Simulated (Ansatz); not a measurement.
# Rh (Rh, bcc): the cost of one run

Program: Ansatz 0.2.0. Level of theory: DFT PBE, plane waves (420 eV) with PAW, scalar-relativistic. These are calculated values, not measurements.

**1. The system as given**

The structure is cubic, space group Im-3m (No. 229). The conventional cell has a = 3.019 Å, b = 3.019 Å, c = 3.019 Å, α = 90.00°, β = 90.00°, γ = 90.00°. Rh (site symmetry m-3m) is surrounded by 8 Rh at 2.61 Å.

Structure file:

```cif
data_structure
_symmetry_space_group_name_H-M 'P 1'
_symmetry_Int_Tables_number 1
_cell_length_a 2.6141
_cell_length_b 2.6141
_cell_length_c 2.6141
_cell_angle_alpha 109.471
_cell_angle_beta 109.471
_cell_angle_gamma 109.471
_cell_volume 13.75
loop_
_atom_site_label
_atom_site_type_symbol
_atom_site_fract_x
_atom_site_fract_y
_atom_site_fract_z
_atom_site_occupancy
Rh1 Rh 0.00000 0.00000 0.00000 1
```

The atoms start with moments of +1 μB.

**2. Relaxation of the cell**

File input.yaml:

```yaml
crystal:
  lattice:
    - [-1.5092612352, 1.5092612352, 1.5092612352]
    - [1.5092612352, -1.5092612352, 1.5092612352]
    - [1.5092612352, 1.5092612352, -1.5092612352]
  atoms:
    - { symbol: Rh, position: [0.0, 0.0, 0.0], spin: 1.0 }
hamiltonian:
  xc: pbe
  pseudopotentials:
    kind: paw
    azcp:
      Rh: "pseudopotentials/Rh.paw.azcp"
basis:
  ecutwfc: 420
  fft_grid_basis: typed
kpoints:
  mp_grid: { grid: [15, 15, 15], shift: [0, 0, 0] }
magnetization:
  spin_polarized: true
scf:
  occupations: { method: fermi_dirac, width: 0.05 }
relax:
  max_steps: 60
  f_tol: 0.01
  cell: {}
output:
  write_density: true
  write_potential: true
  elf: true
  volumetric_format: npy
```

The run is started by

```sh
$ ansatz run input.yaml --threads 2 --pin off --max-ram 6144MiB --backend cpu --events-out ev --progress --plain --runs-dir out
```

**Question.** How long does this run take on 2 threads of AMD EPYC 7R43 (Zen 3), shared host, and how much memory does it need?

About 16 s, with a peak of 0.34 GiB.
